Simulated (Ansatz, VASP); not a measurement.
# Cross-check of BP between VASP and Ansatz, part 2 of 2

Aim: how closely do two programs agree when they are given the same cell, functional and k mesh?

VASP 6.6.1 and Ansatz 0.2.0.

So far. Step 4 (Side by side): The walks stopped with 0.01 GPa left in Ansatz and 0.01 GPa in VASP; each walk ends within a tolerance, so the volume difference is uncertain by about these residues over the bulk modulus, most in soft cells.

## 5. VASP: relaxation of cell and atoms, r2SCAN with rVV10

Level of this step: r2SCAN with rVV10; plane waves and PAW (B, P) (VASP).

The relaxed volume is the usual yardstick between codes: its relative difference is about their pressure difference at one cell divided by the bulk modulus.

Input file INCAR:

```
SYSTEM = BP
PREC = Accurate
ENCUT = 520
EDIFF = 1E-06
NELM = 100
ISMEAR = -1
SIGMA = 0.05
LREAL = .FALSE.
ALGO = Normal
METAGGA = R2SCAN
LUSE_VDW = .TRUE.
IVDW_NL = 2
BPARAM = 11.95
CPARAM = 0.0093
LASPH = .TRUE.
NBANDS = 10
LORBIT = 11
LWAVE = .FALSE.
LCHARG = .FALSE.
KPAR = 2
IBRION = 2
NSW = 60
ISIF = 3
EDIFFG = -0.01
```

Input file POSCAR:

```
BP
1.0
    0.0000000000      2.2690000000      2.2690000000
    2.2690000000      0.0000000000      2.2690000000
    2.2690000000      2.2690000000      0.0000000000
B P
1 1
Direct
    0.0000000000      0.0000000000      0.0000000000
    0.2500000000      0.2500000000      0.2500000000
```

Input file KPOINTS:

```
Automatic mesh
0
Gamma
10 10 10
0 0 0
```

PAW data sets: B and P (PBE family, release 64).

Launch:

```sh
$ mpirun -np 2 vasp_std
```

Numbers of over 12 decimals in the logs are rounded to 6 here.

The program printed:

```text
[banner, memory and clock lines left out]
running    2 mpi-ranks, on    1 nodes
[...]
|                                                                             |
|               ----> ADVICE to this user running VASP <----                  |
|                                                                             |
|     You have switched on vdW-DFT.                                           |
|     This routine was written and supplied by Jiri Klimes. We recommend      |
|     that you carefully read and cite the following publications:            |
|       J. Klimes, D.R. Bowler, A. Michelides                                 |
|          J. Phys.: Cond Matt. 22 022201 (2010)                              |
|       J. Klimes, D.R. Bowler, A. Michelides                                 |
|          Phys. Rev. B. 83, 195131 (2011)                                    |
|     and references therein.                                                 |
|                                                                             |

[...]
DAV:   2    -0.172264012325E+02    0.72512E-04   -0.37868E-04  1090   0.124E-01    0.749E-02
Total rVV10 correction in eV:      0.0845736     8.9556507
Total rVV10 correction in eV:      0.0845736     8.9556507
DAV:   3    -0.172263603635E+02    0.40869E-04   -0.11842E-04  1048   0.607E-02    0.275E-02
Total rVV10 correction in eV:      0.0845980     8.9556507
Total rVV10 correction in eV:      0.0845980     8.9556507
DAV:   4    -0.172263581653E+02    0.21982E-05   -0.25403E-06  1092   0.115E-02    0.218E-02
Total rVV10 correction in eV:      0.0846414     8.9556507
Total rVV10 correction in eV:      0.0846414     8.9556507
DAV:   5    -0.172263558415E+02    0.23238E-05   -0.20996E-06  1028   0.109E-02    0.993E-03
Total rVV10 correction in eV:      0.0846419     8.9556507
Total rVV10 correction in eV:      0.0846419     8.9556507
DAV:   6    -0.172263555730E+02    0.26851E-06   -0.64370E-08   482   0.221E-03
Total rVV10 correction in eV:      0.0846433     8.9556507
Total rVV10 correction in eV:      0.0846433     8.9556507
Total rVV10 correction in eV:      0.0846432     8.9556507
Total rVV10 correction in eV:      0.0846432     8.9556507
   3 F= -.17226356E+02 E0= -.17226356E+02  d E =-.679531E-03
[...]
reached required accuracy - stopping structural energy minimisation
```

OUTCAR, selected parts (step 5):

```text
  Total        0.0014112      0.0014112      0.0014112      0.0000000      0.0000000     -0.0000000
  in kB        0.0974936      0.0974936      0.0974936      0.0000000      0.0000000     -0.0000000
  external PRESSURE =       0.0974936 kB  Pullay stress =       0.0000000 kB

 POSITION                                       TOTAL-FORCE (eV/Angst)
 -----------------------------------------------------------------------------------
      0.00000      0.00000      0.00000        -0.000000     -0.000000     -0.000000
      1.13170      1.13170      1.13170         0.000000      0.000000      0.000000
 -----------------------------------------------------------------------------------
    total drift:                                0.000000      0.000000      0.000000

  FREE ENERGIE OF THE ION-ELECTRON SYSTEM (eV)
  ---------------------------------------------------
  free  energy   TOTEN  =       -17.2263555730 eV

  energy  without entropy=      -17.2263555624  energy(sigma->0) =      -17.22635557

[... 2 parts as in an earlier step ...]

[... 2 further parts left out ...]
[key lines of the parts left out:]
E-fermi :   8.1653
```

## 6. Ansatz: relaxation of cell and atoms, r2SCAN with rVV10

The same cell, functional, mesh and smearing now go to Ansatz, which takes its cutoff from its data sets.

Input file input.yaml:

```yaml
crystal:
  lattice:
    - [0.0, 2.269, 2.269]
    - [2.269, 0.0, 2.269]
    - [2.269, 2.269, 0.0]
  atoms:
    - { symbol: B, position: [0.0, 0.0, 0.0] }
    - { symbol: P, position: [0.25, 0.25, 0.25] }
hamiltonian:
  xc: r2scan
  pseudopotentials: { kind: paw }
  dispersion: rvv10
kpoints:
  mp_grid: { grid: [10, 10, 10] }
scf:
  occupations: { method: fermi_dirac, width: 0.05 }
relax:
  f_tol: 0.01
  max_steps: 60
  cell: { stress_tol: 0.05 }
output:
  forces: true
  stress: true
  write_density: true
  write_potential: true
  elf: true
  volumetric_format: npy
```

Launch:

```sh
$ ansatz run input.yaml --threads 4 --pin off --max-ram 9216MiB --backend cpu --events-out ev --progress --plain --runs-dir out
```

The program printed:

```text
[...]
Crystal: 2 atoms, lattice volume = 23.363 Å³
Basis set: ecut = 500 eV, 609 PW (Γ), exchange–correlation on 108×108×108 points (64 copies of the dense FFT grid, shifted against one another)
Bands: 8, of which v1, the nominal top of the filled ones, is band 4 counted from 1 (3 counted from 0)
Symmetry: 24 space group operations
[...]
-0.000000       0.000000       0.000927
  P = ⅓ Tr σ = 0.0009 GPa (0.009 kbar)
--- Band table (eV; the first three rows and the last of 47) ---
[...]
--- Relaxed structure (3 steps of the walk, 3 accepted, 1 SCFs on fresh bases) ---
[...]
cell:  # Å, volume = 23.2521 Å³
    - [0, 2.265396, 2.265396]
    - [2.265396, 0, 2.265396]
    - [2.265396, 2.265396, 0]
  atoms:
    - { symbol: B, position: [0, 0, 0] }
    - { symbol: P, position: [0.25, 0.25, 0.25] }
[key lines of the parts left out:]
SCF converged after 5 iterations
Free energy (F): -916.100184 eV
Fermi energy:    9.972296 eV
```

Run time: 9.6 s. Hardware: 4 threads of Intel Xeon Platinum 8259CL at 2.50GHz (Skylake/Cascade Lake), shared host; peak memory 0.55 GiB.

## 7. Side by side

What differs besides the data sets and the points named for the pairs above, as far as they apply: VASP keeps PBE cores, Ansatz makes them for the functional; the cutoff is 500 eV in Ansatz and 520 eV in VASP. Total energies have different zeros and are not compared.

Both answers:

```
                                         quantity  Ansatz   VASP  difference
                                      volume (Å³)   23.25  23.19     +0.27 %
edge a after relaxation, in the typed setting (Å)   3.204  3.201     +0.09 %
```

The walks stopped with 0.00 GPa left in Ansatz and 0.01 GPa in VASP; each walk ends within a tolerance, so the volume difference is uncertain by about these residues over the bulk modulus, most in soft cells.

## 8. Results

```json
{
 "difference in volume (relaxation of cell and atoms, PBE)": "0.13 %",
 "difference in volume (relaxation of cell and atoms, r2SCAN with rVV10)": "0.27 %"
}
```

The difference in volume is 0.27 % (relaxation of cell and atoms, r2SCAN with rVV10), within the 1.2 % picked in this series as the mark of a large difference, as far as the stopping tolerances let one tell. How closely two codes agree says nothing of how well the functional describes the real material.

[Lines on the potential files, build, host, timing and source positions are cut from VASP's logs without a mark.]

[Logs are printed without paths, hosts, clocks, repeated set-up lines and the standing remarks that a program may print on its own settings, such as how far it seeks lower states.]

[Hosts, paths, dates, database ids (printed as entryN), source tags and the programs' standing remarks are cut or masked in the printed files.]
